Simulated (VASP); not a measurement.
The system is Br.

```
Br
1.0
     3.36325   -2.32255    0.00000
     3.36325    2.32255    0.00000
     0.00000    0.00000    8.70230
Br
4
Direct
  0.36510 0.63490 0.39010
  0.13490 0.86510 0.89010
  0.63490 0.36510 0.60990
  0.86510 0.13490 0.10990
```

Base run:

| Property | Result |
| --- | --- |
| Program | VASP 6.6.1 |
| Functional | PBEsol |
| Potentials or basis | VASP PAW PBE potentials, release 64 (Br) |
| Cutoff | 520 eV |
| k mesh | 8 × 8 × 4 |
| Occupations | gaussian, width 0.02 eV |
| Spin | no spin polarisation |

Its results: band gap on the k mesh 1.81 eV, indirect (least direct gap 1.86 eV); pressure 0.2 GPa; largest force 0.750 eV/Å.

Task: After a change of settings the same cell gave: band gap on the k mesh 1.87 eV, indirect (least direct gap 1.92 eV); pressure 1.9 GPa; largest force 0.884 eV/Å. Which change was it?
A. functional from PBEsol to LDA; potentials or basis from VASP PAW PBE potentials, release 64 (Br) to VASP PAW LDA potentials, release 64 (Br)
B. functional from PBEsol to r2SCAN; further incar settings from ALGO = Fast; EDIFF = 1e-06 to ALGO = Normal; EDIFF = 1e-06
C. functional from PBEsol to PBE

Result: C.

PBE binds less tightly than PBEsol, so the same cell stands under more pressure.

Caveats: the PAW data sets were made with another functional, which shifts forces and pressure a little (some runs).

Not every run made on this cell is shown here.
